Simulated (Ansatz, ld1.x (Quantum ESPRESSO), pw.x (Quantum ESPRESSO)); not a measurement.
silicon (Si) (bcc): variants of one RRKJ potential in the solid

```json
{
 "Element": "Si (Z = 14)",
 "Generator": "ld1.x (Quantum ESPRESSO) 7.5",
 "Type": "norm-conserving RRKJ (Kleinman–Bylander form)",
 "Functional": "PBEsol",
 "Relativity": "scalar-relativistic",
 "Frozen core": "[Ne]",
 "Valence charge": "4",
 "Reference configuration": "3s2 3p1 (charge +1)",
 "Partial waves": "3s (bound): rc 1.50 bohr; 3d channel at 0.15 Ry: rc 1.70 bohr; 3p (bound): rc 1.95 bohr",
 "Local potential": "the p channel",
 "Core correction": "none",
 "rho0": "0.001"
}
```

Crystal test: bcc Si in pw.x 7.5, no spin, 15³ k-points, Fermi–Dirac smearing 0.01 Ry, cutoffs set for each file from its atomic test. The reference is all-electron LAPW (Ansatz 0.2.0) with the same functional, mesh and smearing; V0 and B0 come from Birch–Murnaghan fits to the pressures at five volumes. Errors are pseudo minus all-electron; Δ is the rms difference of the E(V) curves that follow from these fits, minima aligned, over ±6 % about the mean V0. Mesh and smearing are coarse, so the numbers serve the comparison and aren't converged zero-temperature values; the lattice is a test structure that the element need not adopt.

All-electron: a0 = 3.056 Å (V0 = 14.27 Å³/atom), B0 = 101.5 GPa.

3 further variants are left out: they gave no file fit for a test, a broken result, the same result as the base, or pressures whose basis-set error rivals the error shown.

```csv
change,cutoffs (Ry),pw.x,a0 (Å),a0 error (%),B0 error (%),Δ (meV/atom),mean pressure error (GPa)
base,35/140,converged,3.062,+0.18,-0.6,1.7,+0.56
local potential the d channel,40/160,converged,3.050,-0.19,+0.4,1.8,-0.58
wave 3d channel at 0.15 Ry: rc 1.70 bohr becomes 3d channel at 0.15 Ry: rc 2.62 bohr,35/140,converged,3.068,+0.40,-1.7,3.7,+1.22
```
